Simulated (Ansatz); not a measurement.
# FeGe: relaxation of cell and atoms with PBEsol

FeGe:

```xyz
6
Lattice="4.9976 0.0000 0.0000 -2.4988 4.3281 0.0000 0.0000 0.0000 4.1158" Properties=species:S:1:pos:R:3 pbc="T T T"
Ge    2.4988    1.4427    2.0579
Ge    0.0000    2.8854    2.0579
Ge    0.0000    0.0000    0.0000
Fe   -1.2494    2.1640    0.0000
Fe    1.2494    2.1640    0.0000
Fe    2.4988    0.0000    0.0000
```

The cell is a database's computed one.

```json
{
  "Program": "Ansatz 0.2.0",
  "Task": "relaxation of cell and atoms",
  "Functional": "PBEsol",
  "Potentials or basis": "Ansatz PAW",
  "Cutoff": "420 eV (not typed: the program's choice for these potentials)",
  "k mesh": "6 × 6 × 7",
  "Occupations": "fermi-dirac, width 0.05 eV",
  "Spin": "collinear spin, ferromagnetic start",
  "Starting moments": "[0.0, 0.0, 0.0, 3.0, 3.0, 3.0] μB",
  "Target pressure": "10 GPa",
  "Target pressure (GPa)": "10"
}
```

| Item | Value |
| --- | --- |
| Relaxed volume | 13.07 Å³/atom |
| Relaxed cell | a = 4.824 Å, b = 4.824 Å, c = 3.891 Å, α = 90.00°, β = 90.00°, γ = 120.00° |
| Space group after relaxing (to 0.05 Å) | P6/mmm (No. 191) |
| Energy change on relaxing (the enthalpy is what falls) | -14.4 meV/atom |
| Ionic steps | 5 |
| Pressure after relaxing | 10.0 GPa |
| Band gap on the k mesh | none (metal or under the smearing width) |
| Net moment | 3.54 μB per cell |
| Absolute moment | 4.02 μB per cell |
| Site moments | Ge -0.03, -0.05; Fe +1.23 μB |

Step by step:
| step | energy change (eV) | largest force (eV/Å) | volume (Å³) |
| --- | --- | --- | --- |
| 1 | 0.0000 | 0.0000 | 89.02 |
| 2 | -0.1559 | 0.0000 | 79.82 |
| 3 | -0.0732 | 0.0000 | 78.18 |
| 4 | -0.0904 | 0.0000 | 78.43 |
| 5 | -0.0864 | 0.0000 | 78.43 |

Final structure:
```yaml
crystal:
  lattice:
    - [4.82449, 0.00000, 0.00000]
    - [-2.41225, 4.17814, 0.00000]
    - [0.00000, 0.00000, 3.89107]
  atoms:
    - { symbol: Ge, position: [0.66667, 0.33333, 0.50000] }
    - { symbol: Ge, position: [0.33333, 0.66667, 0.50000] }
    - { symbol: Ge, position: [0.00000, 0.00000, 0.00000] }
    - { symbol: Fe, position: [0.00000, 0.50000, 0.00000] }
    - { symbol: Fe, position: [0.50000, 0.50000, 0.00000] }
    - { symbol: Fe, position: [0.50000, 0.00000, 0.00000] }
```

Levels at points of the mesh, in eV from the Fermi level:
Spin up:
```csv
k point,band 43,band 44,band 45,band 46,band 47,band 48,band 49,band 50
"(0.00, 0.00, 0.00)",-1.31,-1.08,-1.02,-1.02,0.28,0.59,1.76,1.76
"(0.00, -0.50, 0.00)",-1.65,-1.14,-1.03,0.84,0.88,1.39,1.84,2.65
```
Spin down:
| k point | band 40 | band 41 | band 42 | band 43 | band 44 | band 45 | band 46 | band 47 |
| --- | --- | --- | --- | --- | --- | --- | --- | --- |
| (0.00, 0.00, 0.00) | -1.79 | -1.79 | 0.19 | 0.19 | 0.31 | 0.42 | 0.42 | 1.25 |
| (0.00, -0.50, 0.00) | -1.85 | -1.04 | -0.62 | -0.44 | 0.17 | 0.39 | 1.67 | 1.78 |

It took 100 s on 2 threads of AMD EPYC (Zen 3) (shared host), peak memory 0.61 GiB.

Caveat: the plane-wave basis is chosen anew once the cell has moved, so the energies of steps on either side of that aren't comparable; the PAW data sets come from PBE, with cores solved anew for the run's functional, which leaves a small shift of forces and pressure.
